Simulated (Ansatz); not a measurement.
# How GaN stores the work of compression

These are results of DFT PBE, scalar-relativistic, plane waves, PAW (Ansatz), not measurements. Run with 420 eV cutoff, 10×10×10 k-mesh, Gaussian smearing of 0.02 eV, no spin polarisation.

The relaxed crystal:

```xyz
2
Lattice="0.0000 2.2742 2.2742 2.2742 0.0000 2.2742 2.2742 2.2742 0.0000" Properties=species:S:1:pos:R:3 pbc="T T T"
Ga    0.0000    0.0000    0.0000
N     3.4114    3.4114    3.4114
```

Cell and atoms were relaxed at each target pressure within the start's symmetry (F-43m), at zero temperature; other phases can be more stable under pressure. H = E + PV with P the target; E is the free energy at the smearing used, whose derivative the pressure is, per atom and counted from zero pressure. The mesh named is that at zero pressure; some other pressures ran on another.

```csv
P (GPa),V (Å³/atom),E − E0 (meV),H − H0 (meV)
0,11.763,0.0,0.0
2,11.628,0.8,146.0
5,11.444,4.9,362.0
10,11.165,17.9,714.7
20,10.703,60.8,1396.8
40,9.995,190.9,2686.3
```

Q: Thermodynamics gives dH/dP = V along a relaxed path. Integrate V over P by the trapezoid rule and compare with the computed enthalpies.

A: With 1 eV/Å³ = 160.22 GPa, each step adds the mean volume times ΔP / 160.22:
```
P (GPa)  ∫V dP (meV) H − H0 (meV) difference (meV)
      2        146.0         146.0               0.0
      5        362.0         362.0               0.0
     10        714.8         714.7               0.0
     20       1397.2        1396.8               0.4
     40       2689.1        2686.3               2.8
```

V(P) curves upward, so the trapezoid rule runs high; integrating a smooth curve through the same points puts that excess at about 2.9 meV at 40 GPa, against the 2.8 meV found.

Q: At 40 GPa, how much of the enthalpy change is stored energy and how much is the PV term?

A: E rises by 191 meV/atom and PV is 40 × 9.995 / 160.22 = 2495 meV/atom, so PV makes 93 % of ΔH. So between rival structures at high pressure a small difference in volume can outweigh the difference in energy: 1 % of this volume is worth 25.0 meV/atom at this pressure.

Q: What bulk modulus do the lowest pressures give?

A: From the pressures that the runs reached, -2.02 GPa (11.906 Å³) and 2.04 GPa (11.628 Å³), B = −ΔP/Δln V = 4.06 / 0.0236 = 172 GPa, a mean over that range.

Q: The gap is 1.463 eV at -2.02 GPa and 1.615 eV at 2.04 GPa. What pressure coefficient and volume deformation potential follow?

A: dE_g/dP = 37.3 meV/GPa, and a_V = dE_g/d ln V = −B dE_g/dP = -6.40 eV. A gap that opens under pressure, with a_V of several eV below zero, is what an s-like antibonding conduction edge gives, since compression pushes it up. If the edges move to other points of the zone within the range, this is a mean of two slopes. Gaps are Kohn–Sham gaps over the whole zone.

This zinc-blende form isn't the usual stable structure of the compound.